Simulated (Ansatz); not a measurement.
# BaTiO3 (P4mm) in Ansatz: notebook

Aim: see how the results for BaTiO3 move with the level of theory and the settings. Levels: rPW86-PBE, PBE. Tasks: single point, equation of state, band structure.

Program: Ansatz 0.2.0. These are calculated values, not measurements. Logs are shortened: lines on timing, memory, paths and dates and some standing lists are left out, and cuts for length are marked.

## Step 1: The crystal as given

It takes space group P4mm (No. 99, tetragonal). The conventional cell has a = 4.000 Å, b = 4.000 Å, c = 4.018 Å, α = 90.00°, β = 90.00°, γ = 90.00°. Ba (site symmetry 4mm) is surrounded by 12 O at 2.79 to 2.88 Å. Around Ti (site symmetry 4mm) lie 6 O at 1.89 to 2.13 Å. Around O (site symmetry 2mm) lie 2 Ti at 2.00 Å. Around O (site symmetry 4mm) lie 2 Ti at 1.89 to 2.13 Å.

## Step 2: Single point, rPW86-PBE, 12.08 Å³/atom (volume scaled by 0.94)

Contents of input.yaml:

```yaml
crystal:
  lattice:
    - [3.9181485176, 0.0, 0.0]
    - [0.0, 3.9181485176, 0.0]
    - [0.0, 0.0, 3.9359769848]
  atoms:
    - { symbol: Ba, position: [0.0, 0.0, 0.0] }
    - { symbol: Ti, position: [0.5, 0.5, 0.49] }
    - { symbol: O, position: [0.0, 0.5, 0.517] }
    - { symbol: O, position: [0.5, 0.0, 0.517] }
    - { symbol: O, position: [0.5, 0.5, 0.019] }
hamiltonian:
  xc: { exchange: rpw86, correlation: pbe }
  pseudopotentials: { kind: paw }
kpoints:
  mp_grid: { grid: [7, 7, 7] }
scf:
  occupations: { method: fermi_dirac, width: 0.05 }
output:
  forces: true
  stress: true
  eigenvalues: true
  write_density: true
  write_potential: true
  elf: true
  volumetric_format: npy
```

Potentials or basis: Ansatz PAW.

On the command line:

```console
$ ansatz run input.yaml --threads 2 --pin off --max-ram 5120MiB --backend cpu --events-out ev --progress --plain --runs-dir out
```

Log:

```text
Warning: RAYON_NUM_THREADS=2 ignored (pool sized by the plan → 2); use --threads N
Engine: ansatz 0.2.0, x86_64-unknown-linux-gnu
Pseudopotentials: kind: paw
Pseudopotential: Ba, paw, valence charge 10, recommended cutoff 420 eV (normal), Ba.paw.azcp
Pseudopotential: Ti, paw, valence charge 12, recommended cutoff 420 eV (normal), Ti.paw.azcp
Pseudopotential: O, paw, valence charge 6, recommended cutoff 420 eV (normal), O.paw.azcp
Functional definition: unnamed
  exchange = rpw86_x
  correlation = pbe_c
Crystal: 5 atoms, lattice volume = 60.425 Å³
Basis set: ecut = 420 eV, 1197 PW (Γ), exchange–correlation on 54×54×54 points (8 copies of the dense FFT grid, shifted against one another)
Bands: 25, of which v1, the nominal top of the filled ones, is band 20 counted from 1 (19 counted from 0)
Symmetry: 8 space group operations
Space group: P4mm (ITA 99), of the structure as read, at distance tolerance 3.9e-5 Å
k-points: 40 of 343 (time reversal used)
Non-local potential: Ba, projectors of the file, l = 0: 3, l = 1: 2, l = 2: 2, l = 3: 2
Non-local potential: Ti, projectors of the file, l = 0: 3, l = 1: 2, l = 2: 3, l = 3: 1
Non-local potential: O, projectors of the file, l = 0: 2, l = 1: 2, l = 2: 1
PAW form: soft (Blöchl's): semilocal exchange-correlation on the pseudo side does not see the compensation charge
PAW frozen core: Ba, regenerated for the run's functional, and the local potential with it (the file was generated under x = pbe(κ = 0.804, μ = 0.2195149727645171), c = pbe(β = 0.06672455060314922))
PAW frozen core: Ti, regenerated for the run's functional, and the local potential with it (the file was generated under x = pbe(κ = 0.804, μ = 0.2195149727645171), c = pbe(β = 0.06672455060314922))
PAW frozen core: O, regenerated for the run's functional, and the local potential with it (the file was generated under x = pbe(κ = 0.804, μ = 0.2195149727645171), c = pbe(β = 0.06672455060314922))
PAW one-centre angular grid: Ba, 194 points (default); XC on 96 Gauss nodes
PAW one-centre angular grid: Ti, 590 points (default); XC on 96 Gauss nodes
PAW one-centre angular grid: O, 110 points (default); XC on 64 Gauss nodes
Initial density: superposition of atomic densities (neutral atoms: chi_scale 0, normalization atom), corrected by the library's trained network
Initial wavefunctions: pseudopotential atomic-orbital guess
Functional: x = rpw86, c = pbe(β = 0.06672455060314922)
SCF iter   1: F=—  HF=-10253.606535 eV  |F-HF|=—  |Δ(HF+E_count)|=         —  Δρ=2.07e-2  dr2=1.90e-1  ethr=1.77e-3  ⟨swp⟩=6.0  Hψ=4967  notcnv=0
preconditioner: auto → Resta (q_TF=auto, 2.547 Å⁻¹)  ε∞=5.8  [insulator: Δε(μ)=2.285 eV  Ē_g=12.309 eV  σ=0.050 eV  W_gap=1.00  n_scr=18 (ndim 8)  ℏωp=27.0 eV  f_vac=0.000  D(μ)=0.00/eV (n_scr^D=0)  ε∞_Penn≈5.8]
SCF iter   2: F=—  HF=-10253.560355 eV  |F-HF|=—  |Δ(HF+E_count)|=   4.62e-2  Δρ=4.10e-3  dr2=1.02e-2  ethr=4.75e-4  ⟨swp⟩=2.0  Hψ=1795  notcnv=0  defer=33
SCF iter   3: F=—  HF=-10253.559004 eV  |F-HF|=—  |Δ(HF+E_count)|=   1.35e-3  Δρ=1.02e-3  dr2=6.82e-4  ethr=2.56e-5  ⟨swp⟩=2.0  Hψ=1446  notcnv=0  defer=33
SCF iter   4: F=—  HF=-10253.558951 eV  |F-HF|=—  |Δ(HF+E_count)|=   5.37e-5  Δρ=1.24e-4  dr2=9.72e-6  ethr=1.71e-6  ⟨swp⟩=2.2  Hψ=1601  notcnv=0  defer=33
SCF iter   5: F=—  HF=-10253.558199 eV  |F-HF|=—  |Δ(HF+E_count)|=   7.51e-4  Δρ=1.47e-4  dr2=5.39e-6  ethr=2.43e-8  ⟨swp⟩=2.8  Hψ=1997  notcnv=0  defer=33
SCF iter   6: F=—  HF=-10253.558201 eV  |F-HF|=—  |Δ(HF+E_count)|=   1.27e-6  Δρ=4.61e-5  dr2=6.59e-7  ethr=1.35e-8  ⟨swp⟩=2.3  Hψ=1629  notcnv=0  defer=33
SCF iter   7: F=-10253.558201 eV  HF=-10253.558201 eV  |F-HF|=7.19e-10  |Δ(HF+E_count)|=   1.42e-7  Δρ=3.60e-6  dr2=4.05e-9  ethr=2.50e-10  ⟨swp⟩=13.3  Hψ=8117  notcnv=0
SCF 1 converged in 7 iterations: F = -10253.558201 eV  dr2 = 4.05e-9
SCF converged after 7 iterations
Free energy (F): -10253.558201 eV
Harris-Foulkes:  -10253.558201 eV  (|F-HF|=7.19e-10)
Internal energy: -10253.558201 eV  (E = F + TS)
E sigma→0 (E₀):  -10253.558201 eV
Fermi energy:    12.288813 eV
--- Per-component energies (eV) ---
  E_band       = -100.630627
  E_kinetic    = 979.605436
  E_local      = -2030.988497  (includes V_loc(G=0)·N_el)
  E_nonlocal   = 202.435741
  E_hartree    = 805.233222
  E_xc         = -498.971517
  E_vxc        = -551.618895  (∫ρ·V_xc dr)
  E_paw        = -6835.707483  (= ΣΔE_a)
  E_vpaw       = -310.539167  (= ΣTr[D̂ρ^β])
  E_aug_tail   = 0.007355  (compensation charges beyond the density's cutoff)
  E_ewald      = -2875.069290
  E_core_change = -0.103168  (= ΣΔE_core)
  E_smearing   = -0.000000  (= −TS)
  E_closure    = 0.000000  (closes the sum)
  Σ components = -10253.558201   (vs F -10253.558201, Δ=0.00e0)
--- Forces (eV/Å), atoms counted from 1 ---
  atom   1  Ba     0.00000000     0.00000000     0.12540001
  atom   2  Ti    -0.00000000     0.00000000     0.21093120
  atom   3  O      0.00000000     0.00000000    -0.08151920
  atom   4  O      0.00000000     0.00000000    -0.08151920
  atom   5  O      0.00000000     0.00000000    -0.17363108
  max |Σ_I F_I| component: 3.38e-4 eV/Å
--- Stress (GPa, compression-positive) ---
       20.688236       0.000000      -0.000000
        0.000000      20.688236       0.000000
       -0.000000       0.000000      21.799865
  P = ⅓ Tr σ = 21.0588 GPa (210.588 kbar)
--- Band table (eV; the first three rows and the last of 40) ---
  k-point 0: bands = ["-45.0982", "-21.3270", "-21.2906", "-21.2906", "-13.2105", "-5.6667", "-5.0647", "-5.0103", "1.5895", "1.5895", "1.5904", "9.0740", "9.0851", "9.0851", "9.9473", "9.9473", "10.0371", "11.0883", "11.0934", "11.0934", "13.2682", "13.4954", "13.4954", "15.7333", "15.8206"]
  k-point 1: bands = ["-45.0979", "-21.3396", "-21.2901", "-21.2901", "-13.1805", "-5.6875", "-5.0456", "-5.0032", "1.6258", "1.6258", "1.6953", "8.6930", "9.0082", "9.0082", "9.7438", "9.7438", "9.8644", "10.6385", "10.9951", "10.9951", "13.2936", "13.8539", "13.8539", "15.7335", "16.3534"]
  k-point 2: bands = ["-45.0975", "-21.3677", "-21.2889", "-21.2889", "-13.1115", "-5.8253", "-4.9872", "-4.8938", "1.7102", "1.7102", "1.9285", "7.8636", "8.7580", "8.7580", "9.4589", "9.4589", "9.5189", "9.8984", "10.7981", "10.7981", "13.3520", "14.5685", "14.5685", "15.7347", "17.2651"]
  k-point 39: bands = ["-45.0948", "-21.3818", "-21.3483", "-21.3482", "-12.8670", "-4.8601", "-4.7577", "-4.7235", "0.7987", "0.8092", "0.9453", "6.8999", "7.4031", "7.4257", "8.7654", "8.9654", "8.9828", "11.0566", "11.0849", "11.1803", "15.7423", "15.7492", "15.7622", "18.5156", "18.7373"]
```

It took 2.8 s on 2 threads of INTEL XEON PLATINUM 8581C at 2.10GHz (Emerald Rapids), shared host; peak memory 0.47 GiB.

What came out:

```
Free energy            : -10253.5582 eV
Pressure               : 21.1 GPa
Largest force          : 0.211 eV/Å
Band gap on the k mesh : 2.09 eV, indirect (least direct gap 2.17 eV)
```

Caveat: odd divisions of the mesh miss points on the zone boundary, where band edges often lie, so the gap on the mesh can be too wide; the pressure holds a Pulay correction of +0.6 GPa for the finite cutoff; spin-orbit coupling is left out, which moves the levels of the heavy elements; the PAW data sets come from PBE, with cores solved anew for the run's functional, which leaves a small shift of forces and pressure.

## Step 3: Single point, rPW86-PBE, 12.34 Å³/atom (volume scaled by 0.96)

input.yaml, as its differences from that of step 2:

```diff
@@ -2,5 +2,5 @@
   lattice:
-    - [3.9181485176, 0.0, 0.0]
-    - [0.0, 3.9181485176, 0.0]
-    - [0.0, 0.0, 3.9359769848]
+    - [3.945742022, 0.0, 0.0]
+    - [0.0, 3.945742022, 0.0]
+    - [0.0, 0.0, 3.9636960459]
   atoms:
@@ -22,5 +22 @@
   eigenvalues: true
-  write_density: true
-  write_potential: true
-  elf: true
-  volumetric_format: npy
```

Potentials or basis: Ansatz PAW.

On the command line:

```console
$ ansatz run input.yaml --threads 2 --pin off --max-ram 5120MiB --backend cpu --events-out ev --progress --plain --runs-dir out
```

It took 2.4 s on 2 threads of INTEL XEON PLATINUM 8581C at 2.10GHz (Emerald Rapids), shared host; peak memory 0.46 GiB.

It converged, with:

- Free energy: -10253.7072 eV
- Pressure: 16.2 GPa
- Largest force: 0.106 eV/Å
- Band gap on the k mesh: 2.04 eV, indirect (least direct gap 2.15 eV)

Caveat: odd divisions of the mesh miss points on the zone boundary, where band edges often lie, so the gap on the mesh can be too wide; the pressure holds a Pulay correction of +0.6 GPa for the finite cutoff; spin-orbit coupling is left out, which moves the levels of the heavy elements; the PAW data sets come from PBE, with cores solved anew for the run's functional, which leaves a small shift of forces and pressure.

## Step 4: Single point, rPW86-PBE, 12.60 Å³/atom (volume scaled by 0.98)

input.yaml, as its differences from that of step 3:

```diff
@@ -2,5 +2,5 @@
   lattice:
-    - [3.945742022, 0.0, 0.0]
-    - [0.0, 3.945742022, 0.0]
-    - [0.0, 0.0, 3.9636960459]
+    - [3.9729548958, 0.0, 0.0]
+    - [0.0, 3.9729548958, 0.0]
+    - [0.0, 0.0, 3.9910327445]
   atoms:
@@ -22 +22,5 @@
   eigenvalues: true
+  write_density: true
+  write_potential: true
+  elf: true
+  volumetric_format: npy
```

On the command line:

```console
$ ansatz run input.yaml --threads 2 --pin off --max-ram 5120MiB --backend cpu --events-out ev --progress --plain --runs-dir out
```

Run time: 3.2 s. Hardware: 2 threads of INTEL XEON PLATINUM 8581C at 2.10GHz (Emerald Rapids), shared host; peak memory 0.47 GiB.

Results (log left out):

| Property | Result |
| --- | --- |
| Free energy | -10253.8187 eV |
| Pressure | 11.7 GPa |
| Largest force | 0.103 eV/Å |
| Band gap on the k mesh | 1.99 eV, indirect (least direct gap 2.12 eV) |

Caveat: odd divisions of the mesh miss points on the zone boundary, where band edges often lie, so the gap on the mesh can be too wide; the pressure holds a Pulay correction of +0.5 GPa for the finite cutoff; spin-orbit coupling is left out, which moves the levels of the heavy elements; the PAW data sets come from PBE, with cores solved anew for the run's functional, which leaves a small shift of forces and pressure.

## Step 5: Single point, rPW86-PBE, 12.86 Å³/atom

input.yaml, as its differences from that of step 4:

```diff
@@ -2,5 +2,5 @@
   lattice:
-    - [3.9729548958, 0.0, 0.0]
-    - [0.0, 3.9729548958, 0.0]
-    - [0.0, 0.0, 3.9910327445]
+    - [3.9998, 0.0, 0.0]
+    - [0.0, 3.9998, 0.0]
+    - [0.0, 0.0, 4.018]
   atoms:
@@ -22,5 +22 @@
   eigenvalues: true
-  write_density: true
-  write_potential: true
-  elf: true
-  volumetric_format: npy
```

On the command line:

```console
$ ansatz run input.yaml --threads 2 --pin off --max-ram 5120MiB --backend cpu --events-out ev --progress --plain --runs-dir out
```

Run time: 2.4 s. Hardware: 2 threads of INTEL XEON PLATINUM 8581C at 2.10GHz (Emerald Rapids), shared host; peak memory 0.47 GiB.

Results (log left out):

```yaml
Free_energy: -10253.8968 eV
Pressure: 7.8 GPa
Largest_force: 0.228 eV/Å
Band_gap_on_the_k_mesh: 1.94 eV, indirect (least direct gap 2.09 eV)
```

Caveat: odd divisions of the mesh miss points on the zone boundary, where band edges often lie, so the gap on the mesh can be too wide; the pressure holds a Pulay correction of +0.5 GPa for the finite cutoff; spin-orbit coupling is left out, which moves the levels of the heavy elements; the PAW data sets come from PBE, with cores solved anew for the run's functional, which leaves a small shift of forces and pressure.

## Step 6: Single point, rPW86-PBE, 13.11 Å³/atom (volume scaled by 1.02)

input.yaml, as its differences from that of step 5:

```diff
@@ -2,5 +2,5 @@
   lattice:
-    - [3.9998, 0.0, 0.0]
-    - [0.0, 3.9998, 0.0]
-    - [0.0, 0.0, 4.018]
+    - [4.0262895137, 0.0, 0.0]
+    - [0.0, 4.0262895137, 0.0]
+    - [0.0, 0.0, 4.044610047]
   atoms:
```

Potentials or basis: Ansatz PAW.

On the command line:

```console
$ ansatz run input.yaml --threads 2 --pin off --max-ram 5120MiB --backend cpu --events-out ev --progress --plain --runs-dir out
```

Wall time 2.4 s (2 threads of INTEL XEON PLATINUM 8581C at 2.10GHz (Emerald Rapids), shared host); peak memory 0.42 GiB.

It converged, with:

```
Free energy            : -10253.9446 eV
Pressure               : 4.2 GPa
Largest force          : 0.345 eV/Å
Band gap on the k mesh : 1.89 eV, indirect (least direct gap 2.06 eV)
```

Caveat: odd divisions of the mesh miss points on the zone boundary, where band edges often lie, so the gap on the mesh can be too wide; the pressure holds a Pulay correction of +0.5 GPa for the finite cutoff; spin-orbit coupling is left out, which moves the levels of the heavy elements; the PAW data sets come from PBE, with cores solved anew for the run's functional, which leaves a small shift of forces and pressure.

## Step 7: Single point, rPW86-PBE, 13.37 Å³/atom (volume scaled by 1.04)

input.yaml, as its differences from that of step 6:

```diff
@@ -2,5 +2,5 @@
   lattice:
-    - [4.0262895137, 0.0, 0.0]
-    - [0.0, 4.0262895137, 0.0]
-    - [0.0, 0.0, 4.044610047]
+    - [4.0524349834, 0.0, 0.0]
+    - [0.0, 4.0524349834, 0.0]
+    - [0.0, 0.0, 4.0708744845]
   atoms:
```

On the command line:

```console
$ ansatz run input.yaml --threads 2 --pin off --max-ram 5120MiB --backend cpu --events-out ev --progress --plain --runs-dir out
```

Wall time 2.2 s (2 threads of INTEL XEON PLATINUM 8581C at 2.10GHz (Emerald Rapids), shared host); peak memory 0.42 GiB.

It converged, with:

* Free energy: -10253.9650 eV
* Pressure: 1.0 GPa
* Largest force: 0.453 eV/Å
* Band gap on the k mesh: 1.85 eV, indirect (least direct gap 2.03 eV)

Caveat: odd divisions of the mesh miss points on the zone boundary, where band edges often lie, so the gap on the mesh can be too wide; the pressure holds a Pulay correction of +0.5 GPa for the finite cutoff; spin-orbit coupling is left out, which moves the levels of the heavy elements; the PAW data sets come from PBE, with cores solved anew for the run's functional, which leaves a small shift of forces and pressure.

## Step 8: Single point, rPW86-PBE, 13.63 Å³/atom (volume scaled by 1.06)

input.yaml, as its differences from that of step 7:

```diff
@@ -2,5 +2,5 @@
   lattice:
-    - [4.0524349834, 0.0, 0.0]
-    - [0.0, 4.0524349834, 0.0]
-    - [0.0, 0.0, 4.0708744845]
+    - [4.0782473671, 0.0, 0.0]
+    - [0.0, 4.0782473671, 0.0]
+    - [0.0, 0.0, 4.0968043205]
   atoms:
```

On the command line:

```console
$ ansatz run input.yaml --threads 2 --pin off --max-ram 5120MiB --backend cpu --events-out ev --progress --plain --runs-dir out
```

Wall time 2.3 s (2 threads of INTEL XEON PLATINUM 8581C at 2.10GHz (Emerald Rapids), shared host); peak memory 0.41 GiB.

It converged, with:

| Property | Result |
| --- | --- |
| Free energy | -10253.9609 eV |
| Pressure | -1.9 GPa |
| Largest force | 0.555 eV/Å |
| Band gap on the k mesh | 1.80 eV, indirect (least direct gap 2.00 eV) |

Caveat: odd divisions of the mesh miss points on the zone boundary, where band edges often lie, so the gap on the mesh can be too wide; the pressure holds a Pulay correction of +0.5 GPa for the finite cutoff; spin-orbit coupling is left out, which moves the levels of the heavy elements; the PAW data sets come from PBE, with cores solved anew for the run's functional, which leaves a small shift of forces and pressure.

## Step 9: Equation of state, rPW86-PBE

Potentials or basis: Ansatz PAW.

No new run: the results of the series are fitted here.

Results:

```
Equilibrium volume                        : 13.45 Å³/atom
Bulk modulus at fixed shape and positions : 155 GPa
Pressure derivative of the bulk modulus   : 4.4
```

Energy against volume, from the lowest point:
| volume (Å³/atom) | energy (meV/atom) |
| --- | --- |
| 12.085 | 81.37 |
| 12.342 | 51.57 |
| 12.599 | 29.27 |
| 12.856 | 13.64 |
| 13.113 | 4.09 |
| 13.371 | 0.00 |
| 13.628 | 0.82 |

Caveat: the potentials were made for another functional, which shifts forces and pressure; the cell was scaled at fixed shape and fractional positions, which overstates the stiffness of a crystal with free parameters, most of all of layers and chains.

## Step 10: Band structure, PBE

Contents of input.yaml:

```yaml
crystal:
  lattice:
    - [3.9998, 0.0, 0.0]
    - [0.0, 3.9998, 0.0]
    - [0.0, 0.0, 4.018]
  atoms:
    - { symbol: Ba, position: [0.0, 0.0, 0.0] }
    - { symbol: Ti, position: [0.5, 0.5, 0.49] }
    - { symbol: O, position: [0.0, 0.5, 0.517] }
    - { symbol: O, position: [0.5, 0.0, 0.517] }
    - { symbol: O, position: [0.5, 0.5, 0.019] }
hamiltonian:
  xc: pbe
  pseudopotentials: { kind: nc }
kpoints:
  mp_grid: { grid: [7, 7, 7] }
  band_path:
    path:
      - [[0.0, 0.0, 0.0], [0.0, 0.5, 0.0], [0.5, 0.5, 0.0], [0.0, 0.0, 0.0], [0.0, 0.0, 0.5], [0.0, 0.5, 0.5], [0.5, 0.5, 0.5], [0.0, 0.0, 0.5]]
      - [[0.0, 0.5, 0.0], [0.0, 0.5, 0.5]]
      - [[0.5, 0.5, 0.0], [0.5, 0.5, 0.5]]
    npoints: 14
scf:
  occupations: { method: fermi_dirac, width: 0.05 }
  n_extra_bands: 12
output:
  forces: true
  stress: true
  eigenvalues: true
  fatbands: false
```

Potentials or basis: Ansatz NC.

On the command line:

```console
$ ansatz run input.yaml --threads 2 --pin off --max-ram 5120MiB --backend cpu --events-out ev --progress --plain --runs-dir out
```

Wall time 27 s (2 threads of INTEL XEON PLATINUM 8581C at 2.10GHz (Emerald Rapids), shared host); peak memory 0.9 GiB.

It converged, with:

* Free energy: -3780.6654 eV
* Pressure: 2.3 GPa
* Largest force: 0.307 eV/Å
* Band gap on the k mesh: 1.93 eV, indirect (least direct gap 2.09 eV)
* Band gap along the path: 1.84 eV, indirect (least direct gap 2.09 eV)

Forces on the atoms (eV/Å):
```
Ba   0.000  0.000  0.042
Ti   0.000  0.000 -0.141
O    0.000  0.000 -0.104
O    0.000  0.000 -0.104
O    0.000  0.000  0.307
```

Stress tensor (GPa, compression positive):
```
2.04 0.00 0.00
0.00 2.04 0.00
0.00 0.00 2.92
```

Levels at the corners of the path, in eV from the valence-band top:
```tsv
point	band 18	band 19	band 20	band 21	band 22	band 23
Γ	-0.27	-0.26	-0.26	1.84	2.05	2.05
X	-1.70	-0.91	-0.80	2.16	3.54	3.57
M	-0.93	-0.93	-0.05	3.59	3.59	3.99
Γ	-0.27	-0.26	-0.26	1.84	2.05	2.05
Z	-1.89	-0.67	-0.67	1.96	3.60	3.60
R	-0.87	-0.85	-0.13	3.57	3.62	3.98
A	-0.08	-0.08	0.00	4.21	4.21	4.22
Z	-1.89	-0.67	-0.67	1.96	3.60	3.60
X	-1.70	-0.91	-0.80	2.16	3.54	3.57
R	-0.87	-0.85	-0.13	3.57	3.62	3.98
M	-0.93	-0.93	-0.05	3.59	3.59	3.99
A	-0.08	-0.08	0.00	4.21	4.21	4.22
```

Caveat: the k mesh misses the band edges, so the gap on the mesh is wider than the one along the path; spin-orbit coupling is left out, which moves the levels of the heavy elements.
